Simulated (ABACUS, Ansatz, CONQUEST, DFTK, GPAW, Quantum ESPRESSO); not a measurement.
The equilibrium volume of KBr, sorted by core time

**What was measured.** The equilibrium volume of KBr (Fm-3m) is reported as 35.91 Å³/atom at 298.15 K (a printed reference work). The runs below try to reproduce it.

The structure is cubic, space group Fm-3m (No. 225). The conventional cell has a = 6.600 Å, b = 6.600 Å, c = 6.600 Å, α = 90.00°, β = 90.00°, γ = 90.00°. Br (site symmetry m-3m) is surrounded by 6 K at 3.30 Å. Around K (site symmetry m-3m) lie 6 Br at 3.30 Å.

```tsv
rung	level	program and potentials	cutoff (eV)	k mesh	smearing	task	core time	chip	equilibrium volume (Å³/atom)	miss	notes
GGA + dispersion	PBE+D4	Ansatz, all-electron LAPW, scalar-relativistic	-	7 × 7 × 7	fermi-dirac 0.05	relaxation of cell and atoms	5 s	Arm Neoverse V2	36.03	+0.3 %	-
GGA	PBE	Ansatz, Ansatz PAW (earlier soft set)	420	7 × 7 × 7	fermi-dirac 0.05	equation of state	6.8 s	Intel Xeon	37.69	+5.0 %	-
GGA + dispersion	revPBE+D3(BJ)	Ansatz, all-electron LAPW, scalar-relativistic	-	7 × 7 × 7	fermi-dirac 0.05	relaxation of cell and atoms	6.9 s	Arm Neoverse V1	36.03	+0.3 %	-
GGA + dispersion	RPBE+D4	Ansatz, all-electron LAPW, scalar-relativistic	-	7 × 7 × 7	fermi-dirac 0.05	relaxation of cell and atoms	7.8 s	Intel Xeon Platinum 8488C Sapphire Rapids	38.49	+7.2 %	-
GGA	PBEsol	Ansatz, all-electron LAPW, scalar-relativistic	-	7 × 7 × 7	fermi-dirac 0.05	relaxation of cell and atoms	8 s	Arm Neoverse V1	35.11	-2.2 %	-
LDA	LDA	Ansatz, all-electron LAPW, scalar-relativistic	-	7 × 7 × 7	fermi-dirac 0.05	relaxation of cell and atoms	9.7 s	Arm Neoverse V1	32.39	-9.8 %	-
GGA + dispersion	revPBE+D4	Ansatz, all-electron LAPW, scalar-relativistic	-	7 × 7 × 7	fixed	relaxation of cell and atoms	14 s	Intel Xeon Platinum 8259CL Skylake/Cascade Lake	37.97	+5.7 %	-
GGA	PBEsol	GPAW, PAW data sets generated for this functional	600	6 × 6 × 6	fermi-dirac 0.05	equation of state	76 s	Intel Xeon Platinum 8375C Ice Lake	35.12	-2.2 %	-
GGA + dispersion	PBEsol+D4	GPAW, PAW data sets generated for this functional	600	6 × 6 × 6	fermi-dirac 0.05	equation of state	2.5 min	Intel Xeon Platinum 8175M Skylake/Cascade Lake	34.31	-4.5 %	-
GGA + dispersion	PBE+D3(BJ)	Quantum ESPRESSO, PseudoDojo 0.4.1 SR PBE standard	1007	7 × 7 × 7	fermi-dirac 0.05	equation of state	3.4 min	Arm Neoverse V1	35.55	-1.0 %	-
LDA	LDA	ABACUS, GBRV ultrasoft 1.5 LDA, plane waves	544	6 × 6 × 6	fermi-dirac 0.05	relaxation of cell and atoms	6.7 min	Intel Xeon Platinum 8259CL Skylake/Cascade Lake	31.87	-11.3 %	far from this level's other runs, on another mesh
GGA	PBE	CONQUEST, PseudoDojo NC PBE, SZP, grid of 48 × 48 × 64 points	-	6 × 6 × 4	fermi-dirac 0.05	equation of state	12 min	Intel Xeon Platinum 8259CL Skylake/Cascade Lake	37.51	+4.5 %	atomic basis; cell of 4 atoms
GGA	PBE	DFTK, PseudoDojo SR PBE 0.4.1 standard (PBE)	1007	7 × 7 × 7	fermi-dirac 0.05	equation of state	14 min	AMD EPYC 9R14 Zen 4	37.66	+4.9 %	-
```

Times are single runs on shared hosts and different chips, so they are rough; meshes, cutoffs and the tasks' sizes weigh on the time. All rows: no spin polarisation. Smearing widths are in eV. Meshes differ between rows, which moves values too. Meshes are those of the run's cell of 2 atoms unless a note names another. Relaxations start from the cell shown or near it and stop with a little pressure left. Misses use the values as printed. Runs on faulty files, with rough fits or with known faults for this quantity aren't shown. No row holds spin-orbit coupling.

By rung: LDA 31.87 to 32.39; GGA + dispersion 34.31 to 38.49; GGA 35.11 to 37.69; GGA in atomic bases 37.51 (Å³/atom). Measured: 35.91 Å³/atom at 298.15 K (a printed reference work). Closest, coarse meshes and atomic bases left aside, is PBE+D4 (+0.3 %), and PBE misses by +4.9 % to +5.0 % on plain settings. The runs are for a static lattice, while measurements hold temperature and zero-point motion.
